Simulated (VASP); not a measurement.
## P: single point with RPBE

Crystal: P.

```
CELL_PARAMETERS angstrom
3.30697 0.00000 0.00000
-1.65348 2.86392 0.00000
0.00000 0.00000 3.24297
ATOMIC_POSITIONS crystal
P 0.33333 0.66667 0.25000
P 0.66667 0.33333 0.75000
```

This isn't the form of P at room conditions, which is orthorhombic.

| Item | Value |
| --- | --- |
| Program | VASP 6.6.1 |
| Task | single point |
| Functional | RPBE |
| Potentials or basis | VASP PAW PBE potentials, release 64 (P) |
| Cutoff | 520 eV |
| k mesh | 18 × 18 × 16 |
| Occupations | fermi-dirac, width 0.1 eV |
| Spin | no spin polarisation |

```
Pressure               : -0.2 GPa
Band gap on the k mesh : none (metal or under the smearing width)
```

Stress tensor (GPa, compression positive):
```
 0.31  0.00  0.00
 0.00  0.31  0.00
 0.00  0.00 -1.30
```

Levels at points of the mesh, in eV from the Fermi level:
```
           k point  band 2  band 3  band 4  band 5  band 6  band 7  band 8  band 9
(0.00, 0.00, 0.00)   -3.93   -3.51   -1.75   -1.75    2.19    2.19    2.78    7.95
(0.50, 0.00, 0.00)  -10.90   -3.99   -1.67   -1.28    1.09    2.73    3.18    6.36
(0.00, 0.00, 0.50)  -12.81    0.94    0.94    0.94    0.94    2.92    2.92    7.05
(0.50, 0.00, 0.50)  -10.06   -7.10   -7.10   -0.92   -0.92    2.53    2.53   12.88
```

It took 56 s on 1 thread of Intel(R) Xeon(R) Platinum 8375C CPU @ 2.90GHz (Ice Lake) (shared host), peak memory 0.21 GiB.

Caveat: the PAW data sets were made with another functional, which shifts forces and pressure a little.
